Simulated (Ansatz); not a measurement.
# Bi (P2/m) in Ansatz: a series of runs

Runs on Bi. Level: PBEsol. Tasks: relaxation of cell and atoms.

All numbers are computed with Ansatz 0.2.0; they aren't measurements. Logs are shortened: lines on timing, memory, paths and dates and some standing lists are left out, and cuts for length are marked.

## 1. The crystal as given

It takes space group P2/m (No. 10, monoclinic). Conventional cell: a = 3.238 Å, b = 3.222 Å, c = 6.444 Å, α = 90.00°, β = 90.72°, γ = 90.00°. Bi (site symmetry m) has 6 Bi at 3.22 to 3.24 Å as nearest neighbours.

This isn't the form of Bi at room conditions, which is rhombohedral.

## 2. Relaxation of cell and atoms, PBEsol

Input file input.yaml:

```yaml
crystal:
  lattice:
    - [3.238376246, 0.0, 0.0]
    - [0.0, 3.22164332, 0.0]
    - [-0.0804548793, 0.0, 6.4438887882]
  atoms:
    - { symbol: Bi, position: [0.54424725, 0.0, 0.74957789] }
    - { symbol: Bi, position: [0.45575275, 0.0, 0.25042211] }
hamiltonian:
  xc: pbesol
  pseudopotentials: { kind: paw }
kpoints:
  mp_grid: { grid: [8, 8, 4] }
scf:
  occupations: { method: fermi_dirac, width: 0.05 }
output:
  forces: true
  stress: true
  eigenvalues: true
relax:
  f_tol: 0.01
  max_steps: 40
  cell: { stress_tol: 0.05 }
```

Potentials or basis: Ansatz PAW.

The run is started by

```sh
$ ansatz run input.yaml --threads 2 --pin off --max-ram 5632MiB --backend cpu --events-out ev --progress --plain --runs-dir out
```

Output:

```text
Warning: RAYON_NUM_THREADS=2 ignored (pool sized by the plan → 2); use --threads N
Engine: ansatz 0.2.0, aarch64-unknown-linux-gnu
Pseudopotentials: kind: paw
Pseudopotential: Bi, paw, valence charge 15, recommended cutoff 420 eV (normal), Bi.paw.azcp
Functional definition: PBEsol
  exchange = pbesol_x
  correlation = pbesol_c
Crystal: 2 atoms, lattice volume = 67.228 Å³
Basis set: ecut = 420 eV, 1307 PW (Γ), exchange–correlation on 48×48×90 points (8 copies of the dense FFT grid, shifted against one another)
Bands: 19, of which v1, the nominal top of the filled ones, is band 15 counted from 1 (14 counted from 0)
Symmetry: 4 space group operations
Space group: P2/m (ITA 10), of the structure as read, at distance tolerance 4.1e-5 Å
k-points: 90 of 256
Non-local potential: Bi, projectors of the file, l = 0: 2, l = 1: 2, l = 2: 2, l = 3: 2
PAW form: soft (Blöchl's): semilocal exchange-correlation on the pseudo side does not see the compensation charge
PAW frozen core: Bi, regenerated for the run's functional, and the local potential with it (the file was generated under x = pbe(κ = 0.804, μ = 0.2195149727645171), c = pbe(β = 0.06672455060314922))
PAW one-centre angular grid: Bi, 590 points (default); XC on 64 Gauss nodes
Initial density: superposition of atomic densities (neutral atoms: chi_scale 0, normalization atom), corrected by the library's trained network
Initial wavefunctions: pseudopotential atomic-orbital guess
Functional: x = pbesol(κ = 0.804, μ = 0.12345679012345678), c = pbesol(β = 0.046)
SCF iter   1: F=—  HF=-24483.933527 eV  |F-HF|=—  |Δ(HF+E_count)|=         —  Δρ=1.75e-3  dr2=2.46e-3  ethr=1.77e-3  ⟨swp⟩=6.1  Hψ=8167  notcnv=0
preconditioner: auto → Kerker (q_TF=auto, 2.385 Å⁻¹)  [metal: Δε(μ)=0.011 eV  Ē_g=20.466 eV  σ=0.050 eV  W_gap=0.06  n_scr=16 (ndim 8)  ℏωp=24.8 eV  f_vac=0.000  D(μ)=1.84/eV (n_scr^D=16)]
SCF iter   2: F=—  HF=-24483.932084 eV  |F-HF|=—  |Δ(HF+E_count)|=   1.44e-3  Δρ=1.13e-3  dr2=1.21e-3  ethr=8.21e-6  ⟨swp⟩=2.7  Hψ=3935  notcnv=0  defer=1
SCF iter   3: F=—  HF=-24483.931815 eV  |F-HF|=—  |Δ(HF+E_count)|=   2.69e-4  Δρ=4.67e-4  dr2=1.10e-4  ethr=4.03e-6  ⟨swp⟩=2.0  Hψ=3049  notcnv=0  defer=1
SCF iter   4: F=—  HF=-24483.931852 eV  |F-HF|=—  |Δ(HF+E_count)|=   3.68e-5  Δρ=4.84e-4  dr2=1.45e-4  ethr=3.65e-7  ⟨swp⟩=2.0  Hψ=3052  notcnv=0  defer=1
SCF iter   5: F=—  HF=-24483.931782 eV  |F-HF|=—  |Δ(HF+E_count)|=   6.96e-5  Δρ=8.95e-5  dr2=5.22e-6  ethr=3.65e-7  ⟨swp⟩=2.0  Hψ=3049  notcnv=0  defer=1
SCF iter   6: F=—  HF=-24483.931773 eV  |F-HF|=—  |Δ(HF+E_count)|=   9.93e-6  Δρ=1.73e-5  dr2=1.59e-7  ethr=1.74e-8  ⟨swp⟩=2.0  Hψ=3042  notcnv=0  defer=1
SCF iter   7: F=-24483.931773 eV  HF=-24483.931773 eV  |F-HF|=4.07e-10  |Δ(HF+E_count)|=   4.04e-8  Δρ=1.43e-6  dr2=1.76e-9  ethr=3.33e-10  ⟨swp⟩=7.1  Hψ=8993  notcnv=0
SCF 1 converged in 7 iterations: F = -24483.931773 eV  dr2 = 1.76e-9
relax step   1: F+E_penalty+E_count = -24483.93177251 eV  Δ(F+E_penalty+E_count) = +0.000e0 eV  max|allowed force component| = 1.230e-2 eV/Å  Δτ_max = 0.0000 Å  P = -0.454 GPa  Ω = 67.228 Å³  (7 SCF iters, dr2 threshold 1.00e-7 eV, accepted)
Crystal: 2 atoms, lattice volume = 66.279 Å³
Basis set: ecut = 420 eV, 1285 PW (Γ), exchange–correlation on 48×48×90 points (8 copies of the dense FFT grid, shifted against one another)
Initial density: handed on by an earlier stage of this run
Initial wavefunctions: those handed on with the density
iter 1 solved again at ethr=4.83e-7 eV; its pass at ethr=3.10e-3 eV (dr2=1.45e-4 eV) is discarded
SCF iter   1: F=—  HF=-24483.934450 eV  |F-HF|=—  |Δ(HF+E_count)|=         —  Δρ=3.97e-4  dr2=1.22e-4  ethr=4.83e-7  ⟨swp⟩=2.7  Hψ=11896  notcnv=0
preconditioner: auto → Kerker (q_TF=auto, 2.391 Å⁻¹)  [metal: Δε(μ)=0.009 eV  Ē_g=20.551 eV  σ=0.050 eV  W_gap=0.05  n_scr=16 (ndim 8)  ℏωp=25.0 eV  f_vac=0.000  D(μ)=1.65/eV (n_scr^D=8)]
SCF iter   2: F=—  HF=-24483.934440 eV  |F-HF|=—  |Δ(HF+E_count)|=   9.48e-6  Δρ=2.53e-4  dr2=5.27e-5  ethr=4.07e-7  ⟨swp⟩=1.0  Hψ=1712  notcnv=0
SCF iter   3: F=—  HF=-24483.934432 eV  |F-HF|=—  |Δ(HF+E_count)|=   8.02e-6  Δρ=4.40e-5  dr2=2.59e-6  ethr=1.76e-7  ⟨swp⟩=2.2  Hψ=2305  notcnv=0
SCF iter   4: F=—  HF=-24483.934432 eV  |F-HF|=—  |Δ(HF+E_count)|=   1.55e-7  Δρ=1.52e-5  dr2=2.75e-7  ethr=8.64e-9  ⟨swp⟩=2.2  Hψ=2247  notcnv=0
SCF iter   5: F=-24483.934432 eV  HF=-24483.934432 eV  |F-HF|=3.10e-9  |Δ(HF+E_count)|=   1.66e-8  Δρ=4.22e-6  dr2=1.99e-8  ethr=6.67e-10  ⟨swp⟩=5.9  Hψ=7533  notcnv=0
SCF 2 converged in 5 iterations: F = -24483.934432 eV  dr2 = 1.99e-8
relax step   2: F+E_penalty+E_count = -24483.93443219 eV  Δ(F+E_penalty+E_count) = -2.660e-3 eV  max|allowed force component| = 1.241e-2 eV/Å  Δτ_max = 0.0158 Å  P = +0.267 GPa  Ω = 66.279 Å³  energy of the carried Pulay correction = +1.565e-4 eV  (5 SCF iters, dr2 threshold 2.00e-7 eV, accepted)
Crystal: 2 atoms, lattice volume = 66.375 Å³
Basis set: ecut = 420 eV, 1293 PW (Γ), exchange–correlation on 48×48×90 points (8 copies of the dense FFT grid, shifted against one another)
iter 1 solved again at ethr=7.25e-7 eV; its pass at ethr=3.10e-3 eV (dr2=2.18e-4 eV) is discarded
SCF iter   1: F=—  HF=-24483.935714 eV  |F-HF|=—  |Δ(HF+E_count)|=         —  Δρ=5.65e-4  dr2=2.12e-4  ethr=7.25e-7  ⟨swp⟩=2.7  Hψ=11616  notcnv=0
preconditioner: auto → Kerker (q_TF=auto, 2.390 Å⁻¹)  [metal: Δε(μ)=0.016 eV  Ē_g=20.538 eV  σ=0.050 eV  W_gap=0.08  n_scr=16 (ndim 8)  ℏωp=25.0 eV  f_vac=0.000  D(μ)=1.49/eV (n_scr^D=8)]
SCF iter   2: F=—  HF=-24483.935690 eV  |F-HF|=—  |Δ(HF+E_count)|=   2.40e-5  Δρ=3.50e-4  dr2=7.63e-5  ethr=7.08e-7  ⟨swp⟩=1.0  Hψ=1711  notcnv=0
SCF iter   3: F=—  HF=-24483.935697 eV  |F-HF|=—  |Δ(HF+E_count)|=   7.25e-6  Δρ=4.82e-5  dr2=1.20e-6  ethr=2.54e-7  ⟨swp⟩=2.6  Hψ=3035  notcnv=0
SCF iter   4: F=-24483.935698 eV  HF=-24483.935698 eV  |F-HF|=2.47e-9  |Δ(HF+E_count)|=   3.97e-7  Δρ=9.71e-6  dr2=6.35e-8  ethr=6.67e-10  ⟨swp⟩=6.9  Hψ=9064  notcnv=0
SCF 3 converged in 4 iterations: F = -24483.935698 eV  dr2 = 6.35e-8
relax step   3: F+E_penalty+E_count = -24483.93569755 eV  Δ(F+E_penalty+E_count) = -1.265e-3 eV  max|allowed force component| = 7.261e-3 eV/Å  Δτ_max = 0.0323 Å  P = +0.115 GPa  Ω = 66.375 Å³  energy of the carried Pulay correction = +1.406e-4 eV  (4 SCF iters, dr2 threshold 2.00e-7 eV, accepted)
Crystal: 2 atoms, lattice volume = 66.432 Å³
Basis set: ecut = 420 eV, 1309 PW (Γ), exchange–correlation on 48×48×90 points (8 copies of the dense FFT grid, shifted against one another)
iter 1 solved again at ethr=1.92e-6 eV; its pass at ethr=3.10e-3 eV (dr2=5.77e-4 eV) is discarded
[... 35 lines left out ...]
SCF 7 converged in 4 iterations: F = -24483.937208 eV  dr2 = 9.11e-8
relax step   7: F+E_penalty+E_count = -24483.93720815 eV  Δ(F+E_penalty+E_count) = -1.021e-4 eV  max|allowed force component| = 7.641e-4 eV/Å  Δτ_max = 0.0329 Å  P = +0.014 GPa  Ω = 66.441 Å³  energy of the carried Pulay correction = +1.297e-4 eV  (4 SCF iters, dr2 threshold 1.27e-7 eV, accepted)
Crystal: 2 atoms, lattice volume = 66.472 Å³
iter 1 solved again at ethr=2.00e-7 eV; its pass at ethr=3.10e-3 eV (dr2=6.00e-5 eV) is discarded
SCF iter   1: F=—  HF=-24483.937439 eV  |F-HF|=—  |Δ(HF+E_count)|=         —  Δρ=1.58e-4  dr2=1.51e-5  ethr=2.00e-7  ⟨swp⟩=3.0  Hψ=11413  notcnv=0
preconditioner: auto → Kerker (q_TF=auto, 2.389 Å⁻¹)  [metal: Δε(μ)=0.089 eV  Ē_g=20.523 eV  σ=0.050 eV  W_gap=0.36  n_scr=16 (ndim 8)  ℏωp=24.9 eV  f_vac=0.000  D(μ)=0.97/eV (n_scr^D=2)]
SCF iter   2: F=—  HF=-24483.937441 eV  |F-HF|=—  |Δ(HF+E_count)|=   2.06e-6  Δρ=9.94e-5  dr2=5.93e-6  ethr=5.05e-8  ⟨swp⟩=1.0  Hψ=1713  notcnv=0
SCF iter   3: F=-24483.937441 eV  HF=-24483.937441 eV  |F-HF|=1.79e-8  |Δ(HF+E_count)|=   1.12e-7  Δρ=1.23e-5  dr2=1.33e-7  ethr=6.67e-10  ⟨swp⟩=5.8  Hψ=10366  notcnv=0
SCF 8 converged in 3 iterations: F = -24483.937441 eV  dr2 = 1.33e-7
relax step   8: F+E_penalty+E_count = -24483.93744103 eV  Δ(F+E_penalty+E_count) = -2.329e-4 eV  max|allowed force component| = 8.884e-4 eV/Å  Δτ_max = 0.0074 Å  P = -0.015 GPa  Ω = 66.472 Å³  energy of the carried Pulay correction = +1.246e-4 eV  (3 SCF iters, dr2 threshold 2.00e-7 eV, accepted)
Crystal: 2 atoms, lattice volume = 66.451 Å³
iter 1 solved again at ethr=9.98e-8 eV; its pass at ethr=3.10e-3 eV (dr2=2.99e-5 eV) is discarded
SCF iter   1: F=—  HF=-24483.937511 eV  |F-HF|=—  |Δ(HF+E_count)|=         —  Δρ=1.10e-4  dr2=7.42e-6  ethr=9.98e-8  ⟨swp⟩=3.0  Hψ=11389  notcnv=0
preconditioner: auto → Kerker (q_TF=auto, 2.390 Å⁻¹)  [metal: Δε(μ)=0.017 eV  Ē_g=20.528 eV  σ=0.050 eV  W_gap=0.08  n_scr=16 (ndim 8)  ℏωp=24.9 eV  f_vac=0.000  D(μ)=0.95/eV (n_scr^D=2)]
SCF iter   2: F=—  HF=-24483.937514 eV  |F-HF|=—  |Δ(HF+E_count)|=   2.89e-6  Δρ=6.84e-5  dr2=2.71e-6  ethr=2.47e-8  ⟨swp⟩=1.0  Hψ=1711  notcnv=0
SCF iter   3: F=-24483.937514 eV  HF=-24483.937514 eV  |F-HF|=4.49e-9  |Δ(HF+E_count)|=   7.80e-8  Δρ=8.77e-6  dr2=4.52e-8  ethr=2.11e-10  ⟨swp⟩=5.8  Hψ=10482  notcnv=0
SCF 9 converged in 3 iterations: F = -24483.937514 eV  dr2 = 4.52e-8
relax step   9: F+E_penalty+E_count = -24483.93751392 eV  Δ(F+E_penalty+E_count) = -7.289e-5 eV  max|allowed force component| = 2.162e-3 eV/Å  Δτ_max = 0.0062 Å  P = +0.004 GPa  Ω = 66.451 Å³  energy of the carried Pulay correction = +1.281e-4 eV  (3 SCF iters, dr2 threshold 6.32e-8 eV, accepted)
Initial wavefunctions: pseudopotential atomic-orbital guess (no wavefunctions were taken with the density)
iter 1 solved again at ethr=1.28e-7 eV; its pass at ethr=3.10e-3 eV (dr2=3.83e-5 eV) is discarded
SCF iter   1: F=—  HF=-24483.937380 eV  |F-HF|=—  |Δ(HF+E_count)|=         —  Δρ=9.64e-5  dr2=2.72e-7  ethr=1.28e-7  ⟨swp⟩=3.9  Hψ=13353  notcnv=0
SCF iter   2: F=—  HF=-24483.937379 eV  |F-HF|=—  |Δ(HF+E_count)|=   1.33e-6  Δρ=4.92e-5  dr2=8.07e-8  ethr=9.06e-10  ⟨swp⟩=2.4  Hψ=2505  notcnv=0
SCF iter   3: F=—  HF=-24483.937383 eV  |F-HF|=—  |Δ(HF+E_count)|=   3.90e-6  Δρ=1.61e-6  dr2=1.74e-9  ethr=2.69e-10  ⟨swp⟩=2.0  Hψ=2694  notcnv=0
SCF iter   4: F=—  HF=-24483.937383 eV  |F-HF|=—  |Δ(HF+E_count)|=  4.98e-10  Δρ=9.34e-7  dr2=3.60e-10  ethr=5.79e-12  ⟨swp⟩=2.1  Hψ=3035  notcnv=0
SCF iter   5: F=—  HF=-24483.937383 eV  |F-HF|=—  |Δ(HF+E_count)|=  9.93e-10  Δρ=1.24e-7  dr2=2.25e-11  ethr=1.20e-12  ⟨swp⟩=2.0  Hψ=1930  notcnv=0
SCF iter   6: F=-24483.937383 eV  HF=-24483.937383 eV  |F-HF|=1.46e-11  |Δ(HF+E_count)|=  1.46e-11  Δρ=3.50e-8  dr2=2.61e-12  ethr=1.00e-12  ⟨swp⟩=6.5  Hψ=8606  notcnv=0
SCF 10 converged in 6 iterations: F = -24483.937383 eV  dr2 = 2.61e-12
relax step  10: F+E_penalty+E_count = -24483.93738293 eV  Δ(F+E_penalty+E_count) = +1.310e-4 eV  max|allowed force component| = 2.169e-3 eV/Å  Δτ_max = 0.0000 Å  P = +0.004 GPa  Ω = 66.451 Å³  stress off target by 2.75e-2 GPa  SCF on the basis re-selected at this cell (its energy is not comparable with the rows above)  (6 SCF iters)
basis re-selected at this cell: Δ(F+E_penalty+E_count) = +1.310e-4 eV, ΔP = -0.000 GPa vs the last step (what re-selecting the basis moved, of the pressure what is left beyond the Pulay correction that the steps carried, after the strain that the cell walked since its last selection, with what the two solves' SCF thresholds leave and, on support functions, any second-order correction that the steps lacked; it is no measure of the basis error at this ecutwfc). This SCF's stress stands 2.75e-2 GPa from its target on what of the cell is left free (relax.cell.stress_tol is 5.00e-2 GPa) and its largest allowed force component is 2.17e-3 eV/Å (relax.f_tol is 1.00e-2 eV/Å): within both
SCF converged after 6 iterations
Free energy (F): -24483.937383 eV
Harris-Foulkes:  -24483.937383 eV  (|F-HF|=1.46e-11)
Internal energy: -24483.929002 eV  (E = F + TS)
E sigma→0 (E₀):  -24483.933192 eV
Entropy (-TS):   -0.008381 eV (-4.191 meV/atom)
Fermi energy:    10.368319 eV
--- Per-component energies (eV) ---
  E_band       = -198.436189
  E_kinetic    = 605.623120
  E_local      = -2998.804274  (includes V_loc(G=0)·N_el)
  E_nonlocal   = 1123.294177
  E_hartree    = 967.202208
  E_xc         = -300.492917
  E_vxc        = -288.280444  (∫ρ·V_xc dr)
  E_paw        = -21019.197609  (= ΣΔE_a)
  E_vpaw       = -574.672254  (= ΣTr[D̂ρ^β])
  E_aug_tail   = -0.000923  (compensation charges beyond the density's cutoff)
  E_ewald      = -2861.732288
  E_core_change = 0.179504  (= ΣΔE_core)
  E_smearing   = -0.008381  (= −TS)
  E_closure    = -0.000000  (closes the sum)
  Σ components = -24483.937383   (vs F -24483.937383, Δ=0.00e0)
--- Forces (eV/Å), atoms counted from 1 ---
  atom   1  Bi    -0.00004745     0.00000000     0.00216893
  atom   2  Bi     0.00004745    -0.00000000    -0.00216893
  max |Σ_I F_I| component: 0.00e0 eV/Å
--- Stress (GPa, compression-positive) ---
       -0.013250       0.000000       0.015835
        0.000000       0.027478      -0.000000
        0.015835      -0.000000      -0.002838
  P = ⅓ Tr σ = 0.0038 GPa (0.038 kbar)
--- Band table (eV; the first three rows and the last of 90) ---
  k-point 0: bands = ["-12.5494", "-12.5391", "-12.5300", "-12.2846", "-12.2827", "-12.2549", "-12.2080", "-12.1914", "-12.1883", "-12.1851", "-2.9277", "-0.8650", "5.2303", "13.4769", "13.6894", "13.8779", "15.1776", "15.5170", "16.9212"]
  k-point 1: bands = ["-12.5430", "-12.5321", "-12.5050", "-12.3076", "-12.2693", "-12.2680", "-12.2097", "-12.2031", "-12.1900", "-12.1852", "-2.7216", "-1.3241", "6.2247", "11.5793", "13.7073", "13.9347", "14.9806", "15.1162", "17.4627"]
  k-point 2: bands = ["-12.5396", "-12.5352", "-12.4265", "-12.3911", "-12.2480", "-12.2410", "-12.2317", "-12.2246", "-12.1882", "-12.1870", "-2.1677", "-2.0947", "8.5419", "8.6400", "14.1970", "14.3082", "14.3614", "14.6692", "17.8800"]
  k-point 89: bands = ["-12.3946", "-12.3911", "-12.3629", "-12.3436", "-12.3310", "-12.3161", "-12.2372", "-12.1948", "-12.0647", "-12.0629", "1.6945", "1.8670", "7.7849", "7.8898", "7.9166", "8.0608", "12.3646", "12.8523", "13.6939"]
--- Relaxed structure (9 steps of the walk, 9 accepted, 1 SCFs on fresh bases) ---
  F+E_penalty+E_count = -24483.93738293 eV   max|allowed force component| = 2.169e-3 eV/Å   (the final SCF, on the basis selected at the relaxed cell)
  cell:  # Å, volume = 66.4506 Å³
    - [3.2190678459962507, 1.6417059038856862e-17, -0.0739358609699155]
    - [1.6332230898712825e-17, 3.2347553473826602, 6.543389364781137e-18]
    - [-0.22709658319241877, 1.2680132976013193e-17, 6.386782546054219]
  atoms:
    - { symbol: Bi, position: [0.5554493167049583, 2.1066421735145e-19, 0.7491035606823903] }
    - { symbol: Bi, position: [0.4445506832950414, -2.1066421735144924e-19, 0.25089643931760947] }
```

Run time: 25 s. Hardware: 2 threads of Arm Neoverse V2, shared host; peak memory 0.39 GiB.

What came out:

```
Free energy                            : -24483.9374 eV
Relaxed volume                         : 33.23 Å³/atom
Relaxed cell                           : a = 3.220 Å, b = 3.235 Å, c = 6.391 Å, α = 90.00°, β = 93.35°, γ = 90.00°
Space group after relaxing (to 0.05 Å) : P2/m (No. 10)
Energy gained by relaxing              : 2.8 meV/atom
Ionic steps                            : 10
Pressure after relaxing                : 0.0 GPa
Band gap on the k mesh                 : none (metal or under the smearing width)
```

Forces in eV/Å, atoms in the order of the input:
```
Bi   0.000  0.000  0.002
Bi   0.000  0.000 -0.002
```

Step by step:
| step | energy change (eV) | largest force (eV/Å) | volume (Å³) |
| --- | --- | --- | --- |
| 1 | 0.0000 | 0.0128 | 67.23 |
| 2 | -0.0027 | 0.0132 | 66.28 |
| 3 | -0.0039 | 0.0090 | 66.37 |
| 4 | -0.0047 | 0.0018 | 66.43 |
| 5 | -0.0050 | 0.0092 | 66.45 |
| 6 | -0.0053 | 0.0105 | 66.45 |
| 7 | -0.0054 | 0.0008 | 66.44 |
| 8 | -0.0057 | 0.0009 | 66.47 |
| 9 | -0.0057 | 0.0022 | 66.45 |
| 10 | -0.0056 | 0.0022 | 66.45 |

Final structure:
```
Bi
1.0
     3.21907    0.00000   -0.07394
     0.00000    3.23476    0.00000
    -0.22710    0.00000    6.38678
Bi
2
Cartesian
  1.6179 0.0000 4.7433
  1.3741 0.0000 1.5696
```

Caveat: the plane-wave basis is chosen anew once the cell has moved, so the energies of steps on either side of that aren't comparable; spin-orbit coupling is left out, which moves the levels of the heavy elements; the PAW data sets come from PBE, with cores solved anew for the run's functional, which leaves a small shift of forces and pressure.

## 3. Relaxation of cell and atoms, PBEsol, target pressure 2 GPa, at which the enthalpy is minimised

Edit input.yaml of step 2 so:

```diff
@@ -22,2 +22,2 @@
   max_steps: 40
-  cell: { stress_tol: 0.05 }
+  cell: { stress_tol: 0.05, p_target: 2.0 }
```

Potentials or basis: Ansatz PAW.

The run is started by

```sh
$ ansatz run input.yaml --threads 2 --pin off --max-ram 5632MiB --backend cpu --events-out ev --progress --plain --runs-dir out
```

Wall time 39 s (2 threads of Arm Neoverse V2, shared host); peak memory 0.39 GiB.

Results (log left out):

```
Free energy                                            : -24483.9421 eV
Relaxed volume                                         : 31.28 Å³/atom
Relaxed cell                                           : a = 3.283 Å, b = 3.212 Å, c = 5.933 Å, α = 90.00°, β = 90.00°, γ = 90.00°
Space group after relaxing (to 0.05 Å)                 : Pmma (No. 51)
Energy change on relaxing (the enthalpy is what falls) : -5.1 meV/atom
Ionic steps                                            : 13
Pressure after relaxing                                : 2.0 GPa
Band gap on the k mesh                                 : none (metal or under the smearing width)
```

Step by step:
| step | energy change (eV) | largest force (eV/Å) | volume (Å³) |
| --- | --- | --- | --- |
| 1 | 0.0000 | 0.0128 | 67.23 |
| 2 | 0.0468 | 0.0359 | 62.34 |
| 3 | 0.0085 | 0.0171 | 64.32 |
| 4 | 0.0079 | 0.0170 | 64.19 |
| 5 | 0.0079 | 0.0167 | 64.19 |
| 6 | 0.0030 | 0.0157 | 63.58 |
| 7 | 0.0000 | 0.0318 | 62.90 |
| 8 | -0.0069 | 0.0205 | 62.33 |
| 9 | -0.0146 | 0.0179 | 62.91 |
| 10 | -0.0102 | 0.0253 | 62.54 |
| 11 | -0.0111 | 0.0006 | 62.57 |
| 12 | -0.0110 | 0.0002 | 62.56 |
| 13 | -0.0103 | 0.0002 | 62.56 |

Final structure:
```
Bi
1.0
     3.28311    0.00000    0.02142
     0.00000    3.21186    0.00000
    -0.03894    0.00000    5.93241
Bi
2
Cartesian
  2.2366 0.0000 4.4641
  1.0076 0.0000 1.4897
```

Levels at points of the mesh, in eV from the Fermi level:
| k point | band 11 | band 12 | band 13 | band 14 | band 15 | band 16 | band 17 | band 18 | band 19 |
| --- | --- | --- | --- | --- | --- | --- | --- | --- | --- |
| (0.00, 0.00, 0.00) | -13.77 | -11.08 | -5.49 | 2.33 | 2.82 | 4.18 | 4.42 | 5.50 | 6.80 |
| (0.00, 0.00, -0.50) | -12.78 | -12.78 | -1.49 | -1.49 | 3.22 | 3.22 | 3.89 | 3.89 | 7.19 |
| (0.00, -0.50, 0.00) | -11.76 | -9.08 | -5.59 | -3.59 | -3.02 | 2.54 | 4.28 | 6.30 | 6.47 |
| (0.00, -0.50, -0.50) | -10.79 | -10.78 | -4.59 | -4.59 | 0.55 | 0.55 | 5.21 | 5.22 | 5.91 |
| (-0.50, 0.00, 0.00) | -11.42 | -10.35 | -4.57 | -3.64 | -2.58 | -0.44 | 5.27 | 6.35 | 9.58 |
| (-0.50, 0.00, -0.50) | -10.83 | -10.83 | -5.28 | -5.28 | 1.17 | 1.17 | 5.62 | 5.62 | 5.79 |
| (-0.50, -0.50, 0.00) | -9.43 | -8.33 | -3.25 | -2.63 | -2.34 | -1.74 | -0.68 | 1.72 | 3.26 |
| (-0.50, -0.50, -0.50) | -8.82 | -8.82 | -3.39 | -3.39 | -2.77 | -2.77 | 2.77 | 2.77 | 3.09 |

Caveat: the plane-wave basis is chosen anew once the cell has moved, so the energies of steps on either side of that aren't comparable; spin-orbit coupling is left out, which moves the levels of the heavy elements; the PAW data sets come from PBE, with cores solved anew for the run's functional, which leaves a small shift of forces and pressure.
